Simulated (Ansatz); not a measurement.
**Si2Mo: stress in a strained cell**

Aim: deform Si2Mo (equal xy, yz and zx engineering shear strains of +3 %) and compute stress, forces and field gradients with LAPW, PAW and all-electron datasets made for the crystal.

Program: Ansatz 0.2.0. Level of theory: DFT PBE, scalar-relativistic. These are calculated values, not measurements.

## (1) The starting structure

It takes space group I4/mmm (No. 139, tetragonal). The conventional cell has a = 3.200 Å, b = 3.200 Å, c = 7.861 Å, α = 90.00°, β = 90.00°, γ = 90.00°. Si (site symmetry 4mm) has 5 Si at 2.61 to 2.63 Å and 5 Mo at 2.62 Å as nearest neighbours. Around Mo (site symmetry 4/mmm) lie 10 Si at 2.62 Å.

Structure file:

```
CELL_PARAMETERS angstrom
-1.60000 1.60000 3.93050
1.60000 -1.60000 3.93050
1.60000 1.60000 -3.93050
ATOMIC_POSITIONS crystal
Si 0.33300 0.33300 0.00000
Si 0.66700 0.66700 0.00000
Mo 0.00000 0.00000 0.00000
```

Atoms are numbered in the order of the input: Si1, Si2, Mo3.

## (2) After the deformation

Space group I4/mmm before, C2/m after.

## (3) All-electron LAPW

Contents of input.yaml:

```yaml
crystal:
  lattice:
    - [-1.5170425, 1.6349575, 3.9305]
    - [1.6349575, -1.5170425, 3.9305]
    - [1.5650425, 1.5650425, -3.8825]
  atoms:
    - { symbol: Si, position: [0.333, 0.333, 0.0] }
    - { symbol: Si, position: [0.667, 0.667, 0.0] }
    - { symbol: Mo, position: [0.0, 0.0, 0.0] }
kpoints:
  mp_grid: { grid: [12, 12, 16] }
  band_path:
    path:
      - [0.0, 0.0, 0.0]
      - [0.5, 0.5, -0.5]
      - [0.9052613619, 0.0947386381, -0.5]
      - [0.0947386381, -0.0947386381, -0.5]
      - [0.0, 0.0, -0.5]
      - [0.0, 0.0, 0.0]
      - [0.5, -0.5, 0.0]
      - [0.5, 0.0, -0.5]
      - [0.0, 0.0, 0.0]
    npoints: 5
scf:
  occupations: { method: fermi_dirac, width: 0.03 }
hamiltonian:
  xc: pbe
  pseudopotentials: { kind: all_electron, lapw: { basis_error: 0.001 } }
output:
  forces: true
  stress: true
  eigenvalues: true
```

On the command line:

```sh
$ ansatz run input.yaml --threads 1 --pin off --max-ram 6144MiB --backend cpu --events-out ev --progress --plain --runs-dir out
```

## (4) Frozen-core PAW

Contents of input.yaml:

```yaml
crystal:
  lattice:
    - [-1.5170425, 1.6349575, 3.9305]
    - [1.6349575, -1.5170425, 3.9305]
    - [1.5650425, 1.5650425, -3.8825]
  atoms:
    - { symbol: Si, position: [0.333, 0.333, 0.0] }
    - { symbol: Si, position: [0.667, 0.667, 0.0] }
    - { symbol: Mo, position: [0.0, 0.0, 0.0] }
kpoints:
  mp_grid: { grid: [12, 12, 16] }
scf:
  occupations: { method: fermi_dirac, width: 0.03 }
hamiltonian:
  xc: pbe
  pseudopotentials: { kind: paw }
output:
  forces: true
  stress: true
  eigenvalues: true
  efg: { contact_densities: true }
```

## (5) All-electron PAW on datasets made for the crystal

Changes to input.yaml since step 4:

```diff
@@ -15,3 +15,3 @@
   xc: pbe
-  pseudopotentials: { kind: paw }
+  pseudopotentials: { kind: all_electron, datasets: crystal }
 output:
```

(Steps that only read results are left out.)

**Question.** What will these runs give? Wanted: pressure; largest shear or deviatoric stress.

The runs gave:

| quantity | value |
| --- | --- |
| pressure | LAPW 2.90, PAW 2.87, crystal datasets 2.89 GPa |
| largest shear or deviatoric stress (LAPW) | 5.69 GPa |

What this shows: The largest part of the stress beyond the pressure is 5.69 GPa in size; the atoms are carried along and not relaxed. No run of the undeformed cell stands beside it, so the pressure holds what the given cell had before the change. PAW: stress within 0.03 GPa of LAPW, forces within 1 meV/Å. Crystal datasets: stress within 0.01 GPa of LAPW, forces within 1 meV/Å.
